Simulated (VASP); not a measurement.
ZnS (Wurtzite-2H):

```
CELL_PARAMETERS angstrom
3.81100 0.00000 0.00000
-1.90550 3.30042 0.00000
0.00000 0.00000 6.23400
ATOMIC_POSITIONS crystal
Zn 0.66667 0.33333 0.50000
Zn 0.33333 0.66667 0.00000
S 0.66667 0.33333 0.88500
S 0.33333 0.66667 0.38500
```

Base run:

- Program: VASP 6.6.1
- Functional: HSE03
- Potentials or basis: VASP PAW PBE potentials, release 64 (Zn, S)
- Cutoff: 520 eV
- k mesh: 6 × 6 × 4
- Occupations: gaussian, width 0.02 eV
- Spin: no spin polarisation

Its results: band gap on the k mesh 3.25 eV, direct; pressure 1.9 GPa; largest force 0.328 eV/Å.

Q: The run is repeated on the same cell with these changes: functional from HSE03 to PBE0. What comes out?

A: Band gap on the k mesh 4.12 eV, direct; pressure 1.5 GPa; largest force 0.328 eV/Å.

Caveats: the PAW data sets were made with another functional, which shifts forces and pressure a little.
